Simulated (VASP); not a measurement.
# Zn3H (Fm-3m) in VASP: further runs, part 2 of 2

VASP 6.6.1. The steps go on from the part before.

### 3 Band structure, PBE

Input file INCAR:

```
SYSTEM = Zn3H
  PREC = Accurate
  ENCUT = 520
  EDIFF = 1E-7
  ISMEAR = -1
  SIGMA = 0.05
  LREAL = .False.
  LASPH = .True.
  NELM = 60
  ALGO = Normal
  ISIF = 2
  LWAVE = .False.
  LCHARG = .False.
  GGA = PE
  NBANDS = 26
```

Input file KPOINTS:

```
Automatic mesh
0
Gamma
  6 6 6
  0 0 0
```

Input file POSCAR:

```
Zn3H
1.0
    0.0000000000      2.9965800000      2.9965800000
    2.9965800000      0.0000000000      2.9965800000
    2.9965800000      2.9965800000      0.0000000000
Zn H
3 1
Direct
    0.5000000000      0.5000000000      0.5000000000
    0.2500000000      0.2500000000      0.2500000000
    0.7500000000      0.7500000000      0.7500000000
    0.0000000000      0.0000000000      0.0000000000
```

Input file KPOINTS_OPT:

```
path GXWKGLUWLK,UX
10
line-mode
reciprocal
 0.0000000000  0.0000000000  0.0000000000  G
 0.5000000000  0.0000000000  0.5000000000  X

 0.5000000000  0.0000000000  0.5000000000  X
 0.5000000000  0.2500000000  0.7500000000  W

 0.5000000000  0.2500000000  0.7500000000  W
 0.3750000000  0.3750000000  0.7500000000  K

 0.3750000000  0.3750000000  0.7500000000  K
 0.0000000000  0.0000000000  0.0000000000  G

 0.0000000000  0.0000000000  0.0000000000  G
 0.5000000000  0.5000000000  0.5000000000  L

 0.5000000000  0.5000000000  0.5000000000  L
 0.6250000000  0.2500000000  0.6250000000  U

 0.6250000000  0.2500000000  0.6250000000  U
 0.5000000000  0.2500000000  0.7500000000  W

 0.5000000000  0.2500000000  0.7500000000  W
 0.5000000000  0.5000000000  0.5000000000  L

 0.5000000000  0.5000000000  0.5000000000  L
 0.3750000000  0.3750000000  0.7500000000  K

 0.6250000000  0.2500000000  0.6250000000  U
 0.5000000000  0.0000000000  0.5000000000  X
```

Potentials or basis: VASP PAW PBE potentials, release 64 (Zn, H).

On the command line:

```sh
$ cat potpaw_PBE.64/Zn/POTCAR potpaw_PBE.64/H/POTCAR > POTCAR
$ mpirun -np 1 vasp_std > vasp.out
```

OUTCAR:

```text
SYSTEM = Zn3H
   PREC = Accurate
   ENCUT = 520
   EDIFF = 1E-7
   ISMEAR = -1
   LREAL = .False.
   LASPH = .True.
   NELM = 60
   ISIF = 2
   GGA = PE

 ion  position               nearest neighbor table
   1  0.500  0.500  0.500-   2 2.60   2 2.60   2 2.60   2 2.60   3 2.60   3 2.60   3 2.60   3 2.60

   2  0.250  0.250  0.250-   1 2.60   1 2.60   1 2.60   1 2.60   3 3.00   3 3.00   3 3.00   3 3.00
                             3 3.00   3 3.00
   3  0.750  0.750  0.750-   1 2.60   1 2.60   1 2.60   1 2.60   2 3.00   2 3.00   2 3.00   2 3.00
                             2 3.00   2 3.00
   4  0.000  0.000  0.000-

  LATTYP: Found a face centered cubic cell.
 ALAT       =     5.9931600000

  Lattice vectors:

 A1 = (   0.0000000000,   2.9965800000,   2.9965800000)
 A2 = (   2.9965800000,   0.0000000000,   2.9965800000)
 A3 = (   2.9965800000,   2.9965800000,   0.0000000000)

Analysis of symmetry for initial positions (statically):
=====================================================================
 Subroutine PRICEL returns:
 Original cell was already a primitive cell.
[... 162 lines left out ...]

  energy without entropy =       -4.75651729  energy(sigma->0) =       -4.76326610

 E-fermi :   2.1351     XC(G=0): -10.9856

 val. band max:        2.1241618417   @ k =   0.5000   0.5000   0.0000
 cond. band min:       2.1676860965   @ k =  -0.3333   0.3333   0.0000
 fundamental gap:      0.0435242548
 Fermi energy:         2.1350831891

 k-point     1 :       0.0000    0.0000    0.0000
  band No.  band energies     occupation
      1      -7.6584      2.00000
      2      -5.8126      2.00000
      3      -5.8126      2.00000
      4      -5.6314      2.00000
      5      -5.6314      2.00000
      6      -5.6314      2.00000
[... 453 lines left out ...]
     25      13.5769      0.00000
     26      14.7969      0.00000

------------------------ aborting loop because EDIFF is reached ----------------------------------------

  FORCE on cell =-STRESS in cart. coord.  units (eV):
  Direction    XX          YY          ZZ          XY          YZ          ZX
  --------------------------------------------------------------------------------------
  -------------------------------------------------------------------------------------
  Total        0.0888680      0.0888680      0.0888680     -0.0000000     -0.0000000      0.0000000
  in kB        2.6457475      2.6457475      2.6457475     -0.0000000     -0.0000000      0.0000000
  external PRESSURE =       2.6457475 kB  Pullay stress =       0.0000000 kB

 VOLUME and BASIS-vectors are now :
 -----------------------------------------------------------------------------
  energy-cutoff  :      520.00
  volume of cell :       53.82
      direct lattice vectors                 reciprocal lattice vectors
     0.000000000  2.996580000  2.996580000    -0.166856884  0.166856884  0.166856884
     2.996580000  0.000000000  2.996580000     0.166856884 -0.166856884  0.166856884
     2.996580000  2.996580000  0.000000000     0.166856884  0.166856884 -0.166856884

 POSITION                                       TOTAL-FORCE (eV/Angst)
 -----------------------------------------------------------------------------------
      2.99658      2.99658      2.99658         0.000000      0.000000     -0.000000
      1.49829      1.49829      1.49829         0.000000     -0.000000     -0.000000
      4.49487      4.49487      4.49487        -0.000000      0.000000      0.000000
      0.00000      0.00000      0.00000         0.000000      0.000000     -0.000000
 -----------------------------------------------------------------------------------
    total drift:                               -0.000000     -0.000000      0.000000

  FREE ENERGIE OF THE ION-ELECTRON SYSTEM (eV)
  ---------------------------------------------------
  free  energy   TOTEN  =        -4.7700149064 eV

  energy  without entropy=       -4.7565172888  energy(sigma->0) =       -4.76326610
```

It took 25 s on 1 thread of Intel Xeon 6975P-C (Granite Rapids), shared host; peak memory 0.18 GiB.

Results:

* Free energy: -4.7700 eV
* Pressure: 0.3 GPa
* Band gap along the path: none (metal or under the smearing width)

Levels at the corners of the path, in eV from the Fermi level:
| point | band 15 | band 16 | band 17 | band 18 | band 19 | band 20 | band 21 | band 22 | band 23 | band 24 |
| --- | --- | --- | --- | --- | --- | --- | --- | --- | --- | --- |
| Γ | -6.81 | -6.81 | 0.33 | 3.34 | 3.34 | 3.34 | 3.76 | 4.18 | 4.18 | 4.18 |
| X | -6.76 | -5.35 | -4.72 | -1.16 | -1.16 | -0.99 | -0.01 | 9.07 | 10.97 | 10.97 |
| X | -6.76 | -5.35 | -4.72 | -1.16 | -1.16 | -0.99 | -0.01 | 9.07 | 10.97 | 10.97 |
| W | -6.71 | -4.22 | -4.16 | -3.79 | -3.79 | 2.41 | 4.85 | 4.85 | 6.18 | 11.28 |
| W | -6.71 | -4.22 | -4.16 | -3.79 | -3.79 | 2.41 | 4.85 | 4.85 | 6.18 | 11.28 |
| K | -6.76 | -4.74 | -4.55 | -4.25 | -0.47 | -0.27 | 3.59 | 7.54 | 8.42 | 8.50 |
| K | -6.76 | -4.74 | -4.55 | -4.25 | -0.47 | -0.27 | 3.59 | 7.54 | 8.42 | 8.50 |
| Γ | -6.81 | -6.81 | 0.33 | 3.34 | 3.34 | 3.34 | 3.76 | 4.18 | 4.18 | 4.18 |
| Γ | -6.81 | -6.81 | 0.33 | 3.34 | 3.34 | 3.34 | 3.76 | 4.18 | 4.18 | 4.18 |
| L | -6.81 | -6.21 | -5.70 | 0.46 | 1.85 | 1.85 | 2.91 | 3.76 | 3.76 | 8.67 |
| L | -6.81 | -6.21 | -5.70 | 0.46 | 1.85 | 1.85 | 2.91 | 3.76 | 3.76 | 8.67 |
| U | -6.76 | -4.74 | -4.55 | -4.25 | -0.47 | -0.27 | 3.59 | 7.54 | 8.42 | 8.50 |
| U | -6.76 | -4.74 | -4.55 | -4.25 | -0.47 | -0.27 | 3.59 | 7.54 | 8.42 | 8.50 |
| W | -6.71 | -4.22 | -4.16 | -3.79 | -3.79 | 2.41 | 4.85 | 4.85 | 6.18 | 11.28 |
| W | -6.71 | -4.22 | -4.16 | -3.79 | -3.79 | 2.41 | 4.85 | 4.85 | 6.18 | 11.28 |
| L | -6.81 | -6.21 | -5.70 | 0.46 | 1.85 | 1.85 | 2.91 | 3.76 | 3.76 | 8.67 |
| L | -6.81 | -6.21 | -5.70 | 0.46 | 1.85 | 1.85 | 2.91 | 3.76 | 3.76 | 8.67 |
| K | -6.76 | -4.74 | -4.55 | -4.25 | -0.47 | -0.27 | 3.59 | 7.54 | 8.42 | 8.50 |
| U | -6.76 | -4.74 | -4.55 | -4.25 | -0.47 | -0.27 | 3.59 | 7.54 | 8.42 | 8.50 |
| X | -6.76 | -5.35 | -4.72 | -1.16 | -1.16 | -0.99 | -0.01 | 9.07 | 10.97 | 10.97 |
